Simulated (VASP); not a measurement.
# Li in VASP: further runs

One sheet, Li, is run at these levels: PBE; tasks: single point.

All numbers are computed with VASP 6.6.1; they aren't measurements. Logs are shortened: lines on timing, memory, paths and dates and some standing lists are left out, and cuts for length are marked.

### 1 The structure

The cell holds a sheet with vacuum, 2 atoms: a = 3.114 Å, b = 3.114 Å, c = 28.197 Å, α = 90.00°, β = 90.00°, γ = 120.00°.

The cell was built by a generator and needn't be a form met in nature.

### 2 Single point, PBE

The input, INCAR:

```
SYSTEM = Li
ALGO = Fast
DIPOL = 0.5 0.5 0.266
EDIFF = 1E-7
ENCUT = 520
GGA = PE
IDIPOL = 3
ISIF = 2
ISMEAR = 0
LASPH = .True.
LCHARG = .False.
LDIPOL = .True.
LREAL = .False.
LWAVE = .False.
NBANDS = 10
NELM = 100
PREC = Accurate
SIGMA = 0.1
```

The input, KPOINTS:

```
k-points
0
Gamma
  24 24 1
  0 0 0
```

The input, POSCAR:

```
Li
1.0
    3.1135785884      0.0000000000      0.0000000000
   -1.5567892942      2.6964381542      0.0000000000
    0.0000000000      0.0000000000     28.1974239333
Li
2
Direct
    0.6666666667      0.3333333333      0.2250472118
    0.3333333333      0.6666666667      0.3069162767
```

Potentials or basis: VASP PAW PBE potentials, release 64 (Li_sv).

Run with:

```console
> cat potpaw_PBE.64/Li_sv/POTCAR > POTCAR
> mpirun -np 1 vasp_std > vasp.out
```

OUTCAR:

```text
SYSTEM = Li
   EDIFF = 1E-7
   ENCUT = 520
   GGA = PE
   ISIF = 2
   ISMEAR = 0
   LASPH = .True.
   LREAL = .False.
   NELM = 100
   PREC = Accurate

 ion  position               nearest neighbor table
   1  0.667  0.333  0.225-
   2  0.333  0.667  0.307-

  LATTYP: Found a hexagonal cell.
 ALAT       =     3.1135785884
 C/A-ratio  =     9.0562750008

  Lattice vectors:

 A1 = (   3.1135785884,   0.0000000000,   0.0000000000)
 A2 = (  -1.5567892942,   2.6964381542,   0.0000000000)
 A3 = (   0.0000000000,   0.0000000000,  28.1974239333)

Analysis of symmetry for initial positions (statically):
=====================================================================
 Subroutine PRICEL returns:
 Original cell was already a primitive cell.

 Routine SETGRP: Setting up the symmetry group for a
 hexagonal supercell.

 Subroutine GETGRP returns: Found 12 space group operations
 (whereof  6 operations were pure point group operations)
 out of a pool of 24 trial point group operations.

The static configuration has the point symmetry C_3v.
 The point group associated with its full space group is D_3d.

Analysis of symmetry for dynamics (positions and initial velocities):
=====================================================================
 Subroutine PRICEL returns:
 Original cell was already a primitive cell.

 Routine SETGRP: Setting up the symmetry group for a
 hexagonal supercell.

 Subroutine GETGRP returns: Found 12 space group operations
 (whereof  6 operations were pure point group operations)
 out of a pool of 24 trial point group operations.

The dynamic configuration has the point symmetry C_3v.
 The point group associated with its full space group is D_3d.

 Subroutine INISYM returns: Found 12 space group operations
 (whereof  6 operations are pure point group operations),
 and found     1 'primitive' translations

----------------------------------------------------------------------------------------

                                     Primitive cell

  volume of cell :     236.7335

  direct lattice vectors                    reciprocal lattice vectors
     3.113578588  0.000000000  0.000000000     0.321173843  0.185429805  0.000000000
    -1.556789294  2.696438154  0.000000000     0.000000000  0.370859609  0.000000000
     0.000000000  0.000000000 28.197423933     0.000000000  0.000000000  0.035464233

  length of vectors
     3.113578588  3.113578588 28.197423933     0.370859609  0.370859609  0.035464233

  position of ions in fractional coordinates (direct lattice)
     0.666666667  0.333333333  0.225047212
     0.333333333  0.666666667  0.306916277

  ion indices of the primitive-cell ions
   primitive index   ion index
                 1           1
                 2           2

----------------------------------------------------------------------------------------

 KPOINTS: k-points

Automatic generation of k-mesh.
 Grid dimensions read from file:
 generate k-points for:   24   24    1

 Generating k-lattice:

  Cartesian coordinates                     Fractional coordinates (reciprocal lattice)
     0.013382243  0.007726242  0.000000000     0.041666667  0.000000000  0.000000000
     0.000000000  0.015452484  0.000000000     0.000000000  0.041666667  0.000000000
     0.000000000  0.000000000  0.035464233     0.000000000  0.000000000  1.000000000

  Length of vectors
     0.015452484  0.015452484  0.035464233

  Shift w.r.t. Gamma in fractional coordinates (k-lattice)
     0.000000000  0.000000000  0.000000000

 Subroutine IBZKPT returns following result:
 ===========================================

 Found     61 irreducible k-points:

 Following reciprocal coordinates:
            Coordinates               Weight
  0.000000  0.000000  0.000000      1.000000
  0.041667  0.000000  0.000000      6.000000
  0.083333  0.000000  0.000000      6.000000
  0.125000 -0.000000  0.000000      6.000000
  0.166667 -0.000000  0.000000      6.000000
  0.208333  0.000000  0.000000      6.000000
[... 16 lines left out ...]
  0.416667  0.041667  0.000000     12.000000
  0.458333  0.041667  0.000000     12.000000
 [... further k-points ...]
   k-points           NKPTS =     61   k-points in BZ     NKDIM =     61   number of bands    NBANDS=     10
   number of dos      NEDOS =    301   number of ions     NIONS =      2
   total plane-waves  NPLWV = 120960
   dimension x,y,z NGX =    24 NGY =   24 NGZ =  210
   dimension x,y,z NGXF=    48 NGYF=   48 NGZF=  420
   ions per type =               2
   NGX,Y,Z   is equivalent  to a cutoff of  12.81, 12.81, 12.38 a.u.
   NGXF,Y,Z  is equivalent  to a cutoff of  25.63, 25.63, 24.76 a.u.
 SYSTEM =  Li
   PREC   = accura    normal or accurate (medium, high low for compatibility)
   ISTART =      0    job   : 0-new  1-cont  2-samecut
   ICHARG =      2    charge: 1-file 2-atom 10-const
   ISPIN  =      1    spin polarized calculation?
   LNONCOLLINEAR =      F non collinear calculations
   LSORBIT =      F    spin-orbit coupling
   LASPH  =      T    aspherical Exc in radial PAW
   ENCUT  =  520.0 eV  38.22 Ry    6.18 a.u.   5.79  5.79 52.43*2*pi/ulx,y,z
   NELM   =    100;   NELMIN=  2; NELMDL= -5     # of ELM steps
   EDIFF  = 0.1E-06   stopping-criterion for ELM
   LREAL  =      F    real-space projection
   EDIFFG = 0.1E-05   stopping-criterion for IOM
   NSW    =      0    number of steps for IOM
   IBRION =     -1    ionic relax: 0-MD 1-quasi-New 2-CG
   NFREE  =      0    steps in history (QN), initial steepest desc. (CG)
   ISIF   =      2    stress and relaxation
   ISYM   =      2    0-nonsym 1-usesym 2-fastsym
   POTIM  = 0.5000    time-step for ionic-motion
   TEBEG  =    0.0;   TEEND  =   0.0 temperature during run
   PSTRESS=    0.0 pullay stress
   NELECT =       6.0000    total number of electrons
   NUPDOWN=      -1.0000    fix difference up-down
   EMIN   =  10.00;   EMAX   =-10.00  energy-range for DOS
   EFERMI =   0.00;   METHOD = LEGACY
   ISMEAR =     0;   SIGMA  =   0.10  broadening in eV -4-tet -1-fermi 0-gaus
   EFERMI_NEDOS =   21; number of points for ismear=-14 and -15
   IALGO  =     68    algorithm
   IMIX   =      4    mixing-type and parameters
     AMIX     =   0.40;   BMIX     =  1.00
     AMIX_MAG =   1.60;   BMIX_MAG =  1.00
  volume/ion in A,a.u.               =     118.37       798.78
  Fermi-wavevector in a.u.,A,eV,Ry     =   0.480882  0.908736  3.146315  0.231248
  Thomas-Fermi vector in A             =   1.478677
   LORBIT       =      0    0 simple, 1 ext, 2 COOP (PROOUT), +10 PAW based schemes
   GGA     = PE    functional components
   LHFCALC =     F    Hartree Fock is set to
   AEXX    =    0.0000 exact exchange contribution
   IVDW    =     0    specifies the selected vdW correction
   LEPSILON=     F    determine dielectric tensor
   LRPA    =     F    only Hartree local field effects (RPA)
 non-spin polarized calculation
 RMM-DIIS sequential band-by-band and
 Gauss-broadening in eV      SIGMA  =   0.10
  energy-cutoff  :      520.00
  volume of cell :      236.73
 maximum number of plane-waves:      6412
 NGX is ok and might be reduce to    24
   NGX = 11   NGY = 11   NGZ =105

 dipolmoment           0.000000      0.000000     -0.000094 electrons x Angstroem

 number of electron       5.9999991 magnetization

 dipolmoment           0.000000      0.000000      0.000001 electrons x Angstroem

 Free energy of the ion-electron system (eV)
  ---------------------------------------------------
  ext. energy  EPLUGINS =         0.00000000
  ---------------------------------------------------
  free energy    TOTEN  =        -3.30896096 eV

  energy without entropy =       -3.30330663  energy(sigma->0) =       -3.30613380

 E-fermi :  -2.5985     XC(G=0):  -1.7964

 val. band max:       -2.6332831381   @ k =   0.1667   0.1250   0.0000
 cond. band min:      -2.5821397958   @ k =   0.2083   0.0833   0.0000
 fundamental gap:      0.0511433423
 Fermi energy:        -2.5985181330

 k-point     1 :       0.0000    0.0000    0.0000
  band No.  band energies     occupation
      1     -49.5086      2.00000
      2     -49.4940      2.00000
      3      -5.6387      2.00000
      4      -3.6637      2.00000
      5      -2.1965      0.00000
      6       0.3372      0.00000
      7       0.6244      0.00000
      8       1.0382      0.00000
      9       1.2794      0.00000
     10       2.1751      0.00000

 k-point     2 :       0.0417    0.0000    0.0000
  band No.  band energies     occupation
      1     -49.5084      2.00000
      2     -49.4939      2.00000
      3      -5.6122      2.00000
      4      -3.6350      2.00000
      5      -2.1611      0.00000
      6       0.3700      0.00000
      7       0.6602      0.00000
      8       1.0739      0.00000
      9       1.3135      0.00000
     10       2.1857      0.00000

 k-point     3 :       0.0833    0.0000    0.0000
  band No.  band energies     occupation
      1     -49.5078      2.00000
      2     -49.4936      2.00000
      3      -5.5328      2.00000
      4      -3.5495      2.00000
      5      -2.0548      0.00000
      6       0.4680      0.00000
      7       0.7673      0.00000
      8       1.1811      0.00000
      9       1.4157      0.00000
     10       2.2787      0.00000
[... 248 lines left out ...]
 k-point    23 :       0.4167    0.0417    0.0000
  band No.  band energies     occupation
      1     -49.4947      2.00000
      2     -49.4893      2.00000
      3      -2.8258      1.99869
      4      -1.4013      0.00000
      5       0.9290      0.00000
      6       1.6359      0.00000
      7       2.4049      0.00000
      8       4.2225      0.00000
      9       4.3048      0.00000
     10       5.6398      0.00000

 k-point    24 :       0.4583    0.0417    0.0000
  band No.  band energies     occupation
      1     -49.4941      2.00000
      2     -49.4893      2.00000
      3      -2.4471      0.03226
      4      -1.5339      0.00000
      5       1.0870      0.00000
      6       1.6483      0.00000
      7       2.4598      0.00000
      8       3.5536      0.00000
      9       4.8964      0.00000
     10       5.4963      0.00000

 [... further k-points ...]

------------------------ aborting loop because EDIFF is reached ----------------------------------------

 vacuum level on the upper side and lower side of the slab       (xc-potential included)        -0.008        -0.008

  FORCE on cell =-STRESS in cart. coord.  units (eV):
  Direction    XX          YY          ZZ          XY          YZ          ZX
  --------------------------------------------------------------------------------------
  -------------------------------------------------------------------------------------
  Total       -0.0200617     -0.0200617     -0.0275157      0.0000000      0.0000000     -0.0000000
  in kB       -0.1357744     -0.1357744     -0.1862219      0.0000000      0.0000000     -0.0000000
  external PRESSURE =      -0.1525902 kB  Pullay stress =       0.0000000 kB

 VOLUME and BASIS-vectors are now :
 -----------------------------------------------------------------------------
  energy-cutoff  :      520.00
  volume of cell :      236.73
      direct lattice vectors                 reciprocal lattice vectors
     3.113578588  0.000000000  0.000000000     0.321173843  0.185429805  0.000000000
    -1.556789294  2.696438154  0.000000000     0.000000000  0.370859609  0.000000000
     0.000000000  0.000000000 28.197423933     0.000000000  0.000000000  0.035464233

 POSITION                                       TOTAL-FORCE (eV/Angst)
 -----------------------------------------------------------------------------------
      1.55679      0.89881      6.34575         0.000000     -0.000000     -0.001803
     -0.00000      1.79763      8.65425        -0.000000      0.000000      0.001803
 -----------------------------------------------------------------------------------
    total drift:                               -0.000000     -0.000000      0.000015

  FREE ENERGIE OF THE ION-ELECTRON SYSTEM (eV)
  ---------------------------------------------------
  free  energy   TOTEN  =        -3.3089609643 eV

  energy  without entropy=       -3.3033066311  energy(sigma->0) =       -3.30613380

 vacuum level on the upper side and lower side of the slab         0.776         0.776
```

It took 8.6 min on 1 thread of AMD EPYC, shared host; peak memory 0.34 GiB.

What came out:

| Item | Value |
| --- | --- |
| Free energy | -3.3090 eV |
| Band gap on the k mesh | none (metal or under the smearing width) |

Levels at points of the mesh, in eV from the Fermi level:
```
           k point  band 1  band 2  band 3  band 4  band 5  band 6  band 7  band 8
(0.00, 0.00, 0.00)  -46.91  -46.90   -3.04   -1.07    0.40    2.94    3.22    3.64
(0.50, 0.00, 0.00)  -46.90  -46.89    0.20    1.00    3.77    4.12    5.19    5.94
```

Caveat: the cutoff is under 1.25 times the usual one of these potentials, so pressure, stress and relaxed cells hold a basis-set (Pulay) error.

[end of part 1 of 2]
